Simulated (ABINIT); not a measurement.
# BN (F-43m) in ABINIT: relaxation of cell and atoms with PBE

Aim: the relaxation of cell and atoms of BN with PBE.

All numbers are computed with ABINIT 10.8.3 (patched build); they aren't measurements. Logs are shortened: lines on timing, memory, paths and dates and some standing lists are left out, and cuts for length are marked. The log counts tension as positive stress, the text compression.

### 1 The crystal as given

The structure is cubic, space group F-43m (No. 216). The conventional cell has a = 3.626 Å, b = 3.626 Å, c = 3.626 Å, α = 90.00°, β = 90.00°, γ = 90.00°. N (site symmetry -43m) is surrounded by 4 B at 1.57 Å. B (site symmetry -43m) is surrounded by 4 N at 1.57 Å.

The cell is a database's computed one.

### 2 Relaxation of cell and atoms, PBE, target pressure 30 GPa, at which the enthalpy is minimised

File run.abi:

```
pp_dirpath "./"
pseudos "N.GGA_PBE-JTH.xml, B.GGA_PBE-JTH.xml"

acell 3*1.0
rprim
     0.0000000000     3.4260753537     3.4260753537
     3.4260753537     0.0000000000     3.4260753537
     3.4260753537     3.4260753537     0.0000000000
ntypat 2
znucl 7 5
natom 2
typat 1 2
xcart
     0.9065005000     0.9065005000     0.9065005000
     0.0000000000     0.0000000000     0.0000000000 Angstrom
chkprim 0
chksymtnons 0
tolsym 1.0e-6

ecut 707.496042 eV
pawecutdg 48.0
pawxcdev 0
pawovlp -1

kptopt 1
ngkpt 13 13 13
nshiftk 1
shiftk 0.0 0.0 0.0

ixc 11

nband 8
occopt 3
tsmear 0.05 eV

nstep 100
tolvrs 1.0e-9

iomode 3
prtwf 0
prtden 0
prteig 0
prtebands 0
enunit 2

ionmov 2
ntime 60
tolmxf 5.0e-5
optcell 2
dilatmx 1.08
ecutsm 0.5
strtarget 3*-1.019679e-03 3*0.0
```

Potentials or basis: JTH PAW PBE v2.0.

Started as:

```console
> abinit run.abi > log 2>&1
```

run.abo:

```text
.Version 10.8.3 of ABINIT
 Symmetries : space group F-4 3 m (#216); Bravais cF (face-center cubic)
================================================================================
 Values of the parameters that define the memory need of the present run
     intxc =       0    ionmov =       2      iscf =      17    lmnmax =       8
     lnmax =       4     mgfft =      27  mpssoang =       2    mqgrid =    3001
     natom =       2  nloc_mem =       2    nspden =       1   nspinor =       1
    nsppol =       1      nsym =      24    n1xccc =       1    ntypat =       2
    occopt =       3   xclevel =       2
       mpw =         654          nfft =       19683          nkpt =          84
 PAW method is used; the additional fine FFT grid is defined by:
   mgfftf=        36    nfftf =     46656
================================================================================
================================================================================

--------------------------------------------------------------------------------
------------- Echo of variables that govern the present computation ------------
--------------------------------------------------------------------------------
 -outvars: echo values of preprocessed input variables --------
            acell      1.0000000000E+00  1.0000000000E+00  1.0000000000E+00 Bohr
              amu      1.40067400E+01  1.08110000E+01
          chkprim           0
      chksymtnons           0
          dilatmx      1.08000000E+00
             ecut      2.60000000E+01 Hartree
           ecutsm      5.00000000E-01 Hartree
           enunit           2
           ionmov           2
                       outvar_i_n : Printing only first  50 k-points.
              ixc          11
                       outvar_i_n : Printing only first  50 k-points.
         kptrlatt       13    0    0      0   13    0      0    0   13
          kptrlen      6.29876290E+01
            natom           2
            nband           8
            ngfft          27      27      27
          ngfftdg          36      36      36
             nkpt          84
            nstep         100
             nsym          24
            ntime          60
           ntypat           2
                       prtocc : prtvol=0, do not print more k-points.
           occopt           3
          optcell           2
        pawecutdg      4.80000000E+01 Hartree
          pawovlp     -1.0000000000E+00
         pawxcdev           0
           prtden           0
        prtebands           0
           prteig           0
            prtwf           0
            rprim      0.0000000000E+00  3.4260753537E+00  3.4260753537E+00
                       3.4260753537E+00  0.0000000000E+00  3.4260753537E+00
                       3.4260753537E+00  3.4260753537E+00  0.0000000000E+00
          spgroup         216
        strtarget     -1.01967900E-03 -1.01967900E-03 -1.01967900E-03
                       0.00000000E+00  0.00000000E+00  0.00000000E+00
           tolsym      1.00000000E-06
           tolvrs      1.00000000E-09
           tsmear      1.83746611E-03 Hartree
            typat      1  2
           useylm           1
                       outvars : Printing only first  50 k-points.
           xangst      9.0650050000E-01  9.0650050000E-01  9.0650050000E-01
                       6.0774285567E-10  6.0774285567E-10  6.0774285567E-10
            xcart      1.7130376780E+00  1.7130376780E+00  1.7130376780E+00
                       1.1484675522E-09  1.1484675522E-09  1.1484675522E-09
             xred      2.5000000017E-01  2.5000000017E-01  2.5000000017E-01
                       1.6760687283E-10  1.6760687283E-10  1.6760687283E-10
            znucl        7.00000    5.00000

================================================================================

 chkinp: Checking input parameters for consistency.

================================================================================
== DATASET  1 ==================================================================

--- !DatasetInfo
iteration_state: {dtset: 1, }
dimensions: {natom: 2, nkpt: 84, mband: 8, nsppol: 1, nspinor: 1, nspden: 1, mpw: 654, }
cutoff_energies: {ecut:  26.0, pawecutdg:  48.0, }
electrons: {nelect:   8.00000000E+00, charge:   0.00000000E+00, occopt:   3.00000000E+00, tsmear:   1.83746611E-03, }
meta: {optdriver: 0, ionmov: 2, optcell: 2, iscf: 17, paral_kgb: 0, }
...

 Exchange-correlation functional for the present dataset will be:
  GGA: Perdew-Burke-Ernzerhof functional - ixc=11
  J.P.Perdew, K.Burke, M.Ernzerhof, PRL 77, 3865 (1996)

 Real(R)+Recip(G) space primitive vectors, cartesian coordinates (Bohr,Bohr^-1):
 R(1)=  0.0000000  3.4260754  3.4260754  G(1)= -0.1459396  0.1459396  0.1459396
 R(2)=  3.4260754  0.0000000  3.4260754  G(2)=  0.1459396 -0.1459396  0.1459396
 R(3)=  3.4260754  3.4260754  0.0000000  G(3)=  0.1459396  0.1459396 -0.1459396
 Unit cell volume ucvol=  8.0430492E+01 bohr^3
 Angles (23,13,12)=  6.00000000E+01  6.00000000E+01  6.00000000E+01 degrees

 Coarse grid specifications (used for wave-functions):

 getcut: wavevector=  0.0000  0.0000  0.0000  ngfft=  27  27  27
         ecut(hartree)=     30.326   => boxcut(ratio)=   2.16784

 Fine grid specifications (used for densities):

 getcut: wavevector=  0.0000  0.0000  0.0000  ngfft=  36  36  36
         ecut(hartree)=     55.987   => boxcut(ratio)=   2.20588
[... 207 lines left out ...]
  0.00000000000000E+00  3.32024791707771E+00  3.32024791707771E+00
  3.32024791707771E+00  0.00000000000000E+00  3.32024791707771E+00
  3.32024791707771E+00  3.32024791707771E+00  0.00000000000000E+00
 Unitary Cell Volume (ucvol) [Bohr^3]=  7.32051330715553E+01
 Angles (23,13,12)= [degrees]
  6.00000000000000E+01  6.00000000000000E+01  6.00000000000000E+01
 Lengths [Bohr]
  4.69553963477232E+00  4.69553963477232E+00  4.69553963477232E+00
 Stress tensor in cartesian coordinates (strten) [Ha/bohr^3]
 -1.40053629117038E-03  0.00000000000000E+00  0.00000000000000E+00
  0.00000000000000E+00 -1.40053629117038E-03  0.00000000000000E+00
  0.00000000000000E+00  0.00000000000000E+00 -1.40053629117038E-03
 Total energy (etotal) [Ha]= -1.29739686858662E+01

 Difference of energy with previous step (new-old):
           Absolute (Ha)= 4.65186E-03
           Relative     = 3.58489E-04

--- Iteration: ( 3/60) Internal Cycle: (1/1)
--------------------------------------------------------------------------------

---SELF-CONSISTENT-FIELD CONVERGENCE--------------------------------------------
[... 76 lines left out ...]
  0.00000000000000E+00  3.34690283873605E+00  3.34690283873605E+00
  3.34690283873605E+00  0.00000000000000E+00  3.34690283873605E+00
  3.34690283873605E+00  3.34690283873605E+00  0.00000000000000E+00
 Unitary Cell Volume (ucvol) [Bohr^3]=  7.49823953942721E+01
 Angles (23,13,12)= [degrees]
  6.00000000000000E+01  6.00000000000000E+01  6.00000000000000E+01
 Lengths [Bohr]
  4.73323538648553E+00  4.73323538648553E+00  4.73323538648553E+00
 Stress tensor in cartesian coordinates (strten) [Ha/bohr^3]
 -9.96533444128152E-04  0.00000000000000E+00  0.00000000000000E+00
  0.00000000000000E+00 -9.96533444128152E-04  0.00000000000000E+00
  0.00000000000000E+00  0.00000000000000E+00 -9.96533444128150E-04
 Total energy (etotal) [Ha]= -1.29760907826939E+01

 Difference of energy with previous step (new-old):
           Absolute (Ha)=-2.12210E-03
           Relative     =-1.63552E-04

--- Iteration: ( 4/60) Internal Cycle: (1/1)
--------------------------------------------------------------------------------

---SELF-CONSISTENT-FIELD CONVERGENCE--------------------------------------------
[... 74 lines left out ...]
  0.00000000000000E+00  3.34534086135930E+00  3.34534086135930E+00
  3.34534086135930E+00  0.00000000000000E+00  3.34534086135930E+00
  3.34534086135930E+00  3.34534086135930E+00  0.00000000000000E+00
 Unitary Cell Volume (ucvol) [Bohr^3]=  7.48774630195663E+01
 Angles (23,13,12)= [degrees]
  6.00000000000000E+01  6.00000000000000E+01  6.00000000000000E+01
 Lengths [Bohr]
  4.73102641689522E+00  4.73102641689522E+00  4.73102641689522E+00
 Stress tensor in cartesian coordinates (strten) [Ha/bohr^3]
 -1.01920716919152E-03  0.00000000000000E+00  0.00000000000000E+00
  0.00000000000000E+00 -1.01920716919152E-03  0.00000000000000E+00
  0.00000000000000E+00  0.00000000000000E+00 -1.01920716919152E-03
 Total energy (etotal) [Ha]= -1.29759850253805E+01

 Difference of energy with previous step (new-old):
           Absolute (Ha)= 1.05757E-04
           Relative     = 8.15020E-06

 At Broyd/MD step   4, gradients are converged :
  max grad (force/stress) = 4.7183E-05 < tolmxf= 5.0000E-05 ha/bohr (free atoms)

================================================================================

 ----iterations are completed or convergence reached----

 Mean square residual over all n,k,spin=   21.181E-15; max=  13.538E-13
 reduced coordinates (array xred) for    2 atoms
       0.250000000168      0.250000000168      0.250000000168
       0.000000000168      0.000000000168      0.000000000168
 rms dE/dt=  4.7600E-29; max dE/dt=  6.7316E-29; dE/dt below (all hartree)
    1       0.000000000000      0.000000000000     -0.000000000000
    2       0.000000000000      0.000000000000      0.000000000000

 cartesian coordinates (angstrom) at end:
    1      0.88513907325991     0.88513907325991     0.88513907325991
    2      0.00000000059342     0.00000000059342     0.00000000059342

 cartesian forces (hartree/bohr) at end:
    1      0.00000000000000     0.00000000000000    -0.00000000000000
    2     -0.00000000000000    -0.00000000000000     0.00000000000000
 frms,max,avg= 9.6328432E-30 1.5091765E-29   0.000E+00  0.000E+00  0.000E+00 h/b

 cartesian forces (eV/Angstrom) at end:
    1      0.00000000000000     0.00000000000000    -0.00000000000000
    2     -0.00000000000000    -0.00000000000000     0.00000000000000
 frms,max,avg= 4.9534072E-28 7.7604976E-28   0.000E+00  0.000E+00  0.000E+00 e/A
 length scales=  4.731026416895  4.731026416895  4.731026416895 bohr
              =  2.503551362303  2.503551362303  2.503551362303 angstroms
 Fermi (or HOMO) energy (hartree) =   0.40830   Average Vxc (hartree)=  -0.48212
 Eigenvalues (hartree) for nkpt=  84  k points:
 kpt#   1, nband=  8, wtk=  0.00046, kpt=  0.0000  0.0000  0.0000 (reduced coord)
  -0.41972    0.35098    0.35098    0.35098    0.68533    0.68533    0.68533    0.76855
      occupation numbers for kpt#   1
   2.00000    2.00000    2.00000    2.00000    0.00000    0.00000    0.00000    0.00000
 prteigrs : prtvol=0 or 1, do not print more k-points.

 Fermi (or HOMO) energy (eV) =  11.11054   Average Vxc (eV)= -13.11903
 Eigenvalues (   eV  ) for nkpt=  84  k points:
 kpt#   1, nband=  8, wtk=  0.00046, kpt=  0.0000  0.0000  0.0000 (reduced coord)
 -11.42113    9.55058    9.55058    9.55058   18.64872   18.64872   18.64872   20.91322
 prteigrs : prtvol=0 or 1, do not print more k-points.

--- !EnergyTerms
iteration_state     : {dtset: 1, itime: 4, icycle: 1, }
comment             : Components of total free energy in Hartree
kinetic             :  8.09965557267218E+00
hartree             :  1.75193724350274E+00
xc                  : -3.95294104965610E+00
Ewald energy        : -1.34473135233515E+01
psp_core            :  7.78707084936820E-01
local_psp           : -7.59513551617884E+00
PAW spherical_terms :  1.38910670108401E+00
internal            : -1.29759834869907E+01
'-kT*entropy'       :  6.26635405992691E-16
total_energy        : -1.29759834869907E+01
total_energy_eV     : -3.53094498585976E+02
...

--- !EnergyTermsDC
iteration_state     : {dtset: 1, itime: 4, icycle: 1, }
comment             : '"Double-counting" decomposition of free energy'
band_energy         :  3.95005274403276E-01
Ewald energy        : -1.34473135233515E+01
psp_core            :  7.78707084936820E-01
xc_dc               : -9.40826387416742E-01
PAW spherical_terms :  2.38442526047659E-01
internal            : -1.29759850253805E+01
'-kT*entropy'       :  6.26635405992691E-16
total_energy_dc     : -1.29759850253805E+01
total_energy_dc_eV  : -3.53094540447695E+02
...

--- !EnergyTermsWithPAWCore
iteration_state     : {dtset: 1, itime: 4, icycle: 1, }
comment             : 'Components of total free energy, including PAW core contributions'
Total energy        : -7.96947374066412E+01
Total energy DC     : -7.96947389450310E+01
Total energy (eV)   : -2.16860428134414E+03
Total energy DC (eV): -2.16860432320586E+03
...

 Cartesian components of stress tensor (hartree/bohr^3)
  sigma(1 1)= -1.01920717E-03  sigma(3 2)=  0.00000000E+00
  sigma(2 2)= -1.01920717E-03  sigma(3 1)=  0.00000000E+00
  sigma(3 3)= -1.01920717E-03  sigma(2 1)=  0.00000000E+00

-Cartesian components of stress tensor (GPa)         [Pressure=  2.9986E+01 GPa]
- sigma(1 1)= -2.99861102E+01  sigma(3 2)=  0.00000000E+00
- sigma(2 2)= -2.99861102E+01  sigma(3 1)=  0.00000000E+00
- sigma(3 3)= -2.99861102E+01  sigma(2 1)=  0.00000000E+00

== END DATASET(S) ==============================================================
================================================================================

 -outvars: echo values of variables after computation  --------
            acell      4.7310264169E+00  4.7310264169E+00  4.7310264169E+00 Bohr
           etotal     -1.2975985025E+01
            fcart      5.0305883144E-30  5.0305883144E-30 -1.5091764943E-29
                      -5.0305883144E-30 -5.0305883144E-30  1.5091764943E-29
            rprim      0.0000000000E+00  7.0710678119E-01  7.0710678119E-01
                       7.0710678119E-01  0.0000000000E+00  7.0710678119E-01
                       7.0710678119E-01  7.0710678119E-01  0.0000000000E+00
           strten     -1.0192071692E-03 -1.0192071692E-03 -1.0192071692E-03
                       0.0000000000E+00  0.0000000000E+00  0.0000000000E+00
           xangst      8.8513907326E-01  8.8513907326E-01  8.8513907326E-01
                       5.9342156794E-10  5.9342156794E-10  5.9342156794E-10
             xred      2.5000000017E-01  2.5000000017E-01  2.5000000017E-01
                       1.6760687283E-10  1.6760687283E-10  1.6760687283E-10
 Calculation completed.
```

Run time: 48 s. Hardware: 1 thread of Arm Neoverse V1, shared host; peak memory 0.1 GiB.

What came out:

```yaml
Free_energy: -353.0945 eV
Relaxed_volume: 5.55 Å³/atom
Relaxed_cell: a = 2.504 Å, b = 2.504 Å, c = 2.504 Å, α = 60.00°, β = 60.00°, γ = 60.00°
Space_group_after_relaxing_to_0.05_Å: F-43m (No. 216)
Energy_change_on_relaxing_the_enthalpy_is_what_falls: +35.9 meV/atom
Ionic_steps: 4
Pressure_after_relaxing: 30.0 GPa
Band_gap_on_the_k_mesh: 4.60 eV, indirect (least direct gap 9.10 eV)
```

The path:
```csv
step,energy change (eV),largest force (eV/Å),pressure (GPa),volume (Å³)
1,0.0000,0.0000,-0.29,11.92
2,0.1266,0.0000,41.21,10.85
3,0.0688,0.0000,29.32,11.11
4,0.0717,0.0000,29.99,11.10
```

Final structure:
```xyz
2
Lattice="0.0000 1.7703 1.7703 1.7703 0.0000 1.7703 1.7703 1.7703 0.0000" Properties=species:S:1:pos:R:3 pbc="T T T"
N     0.8851    0.8851    0.8851
B     0.0000    0.0000    0.0000
```

Levels at points of the mesh, in eV from the valence-band top:
```
           k point  band 2  band 3  band 4  band 5  band 6  band 7
(0.00, 0.00, 0.00)    0.00    0.00    0.00    9.10    9.10    9.10
```

Caveat: an odd mesh through Γ misses points on the zone boundary, where band edges often lie; the atomic spheres overlap.
